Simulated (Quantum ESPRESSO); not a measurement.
Input of a Quantum ESPRESSO 7.5 run:

pw.in

```
&CONTROL
  calculation = 'scf'
  prefix = 'pwscf'
  outdir = './tmp'
  pseudo_dir = './pseudo'
  tprnfor = .true.
  tstress = .true.
  disk_io = 'low'
/
&SYSTEM
  ibrav = 0
  nat = 1
  ntyp = 1
  ecutwfc = 45
  ecutrho = 360
  nbnd = 16
  occupations = 'smearing'
  smearing = 'mv'
  degauss = 0.01469973
/
&ELECTRONS
  conv_thr = 2d-10
  electron_maxstep = 120
  mixing_beta = 0.3
/
ATOMIC_SPECIES
Mo    95.9500 mo_lda_v1.uspp.F.UPF
CELL_PARAMETERS bohr
  -2.9929651906    2.9929651906    2.9929651906
   2.9929651906   -2.9929651906    2.9929651906
   2.9929651906    2.9929651906   -2.9929651906
ATOMIC_POSITIONS bohr
Mo     0.0000000000    0.0000000000    0.0000000000
K_POINTS automatic
10 10 10 0 0 0
HUBBARD {ortho-atomic}
U Mo-4d 4.0
```

scf2.in

```
&CONTROL
  calculation = 'scf'
  prefix = 'pwscf'
  outdir = './tmp'
  pseudo_dir = './pseudo'
  tprnfor = .true.
  tstress = .true.
  disk_io = 'low'
/
&SYSTEM
  ibrav = 0
  nat = 1
  ntyp = 1
  ecutwfc = 45
  ecutrho = 360
  nbnd = 16
  occupations = 'smearing'
  smearing = 'mv'
  degauss = 0.01469973
/
&ELECTRONS
  conv_thr = 1d-13
  electron_maxstep = 120
  mixing_beta = 0.3
  startingpot = 'file'
  startingwfc = 'file'
/
ATOMIC_SPECIES
Mo    95.9500 mo_lda_v1.uspp.F.UPF
CELL_PARAMETERS bohr
  -2.9929651906    2.9929651906    2.9929651906
   2.9929651906   -2.9929651906    2.9929651906
   2.9929651906    2.9929651906   -2.9929651906
ATOMIC_POSITIONS bohr
Mo     0.0000000000    0.0000000000    0.0000000000
K_POINTS automatic
10 10 10 0 0 0
HUBBARD {ortho-atomic}
U Mo-4d 4.0
```

Contents of hp.in:

```
&INPUTHP
  prefix = 'pwscf'
  outdir = './tmp'
  nq1 = 2
  nq2 = 2
  nq3 = 2
  conv_thr_chi = 1d-06
  niter_max = 80
  iverbosity = 1
  alpha_mix(1) = 0.15
/
```

Potentials or basis: GBRV 1.5 LDA.

The run is started by

```sh
$ OMP_NUM_THREADS=1 pw.x -in pw.in > pw.out
$ OMP_NUM_THREADS=1 pw.x -in scf2.in > scf2.out
$ OMP_NUM_THREADS=1 hp.x -in hp.in > hp.out
```

Q: Predict the Hubbard U from linear response.

A: 3.31 eV.

Q: Estimate the band gap on the k mesh.

A: None (metal or under the smearing width).

Q: Estimate the pressure.

A: -11.0 GPa.

Hubbard U from linear response:
```
site  manifold  U (eV)
   1     Mo-4d    3.31
```
On the first site the bare response is -1.084 and the screened one -0.216 eV⁻¹.

Caveat: the computed U isn't converged in cell size; U without spin polarisation on a metal has little footing; the U is typed as a test and isn't derived for this compound.
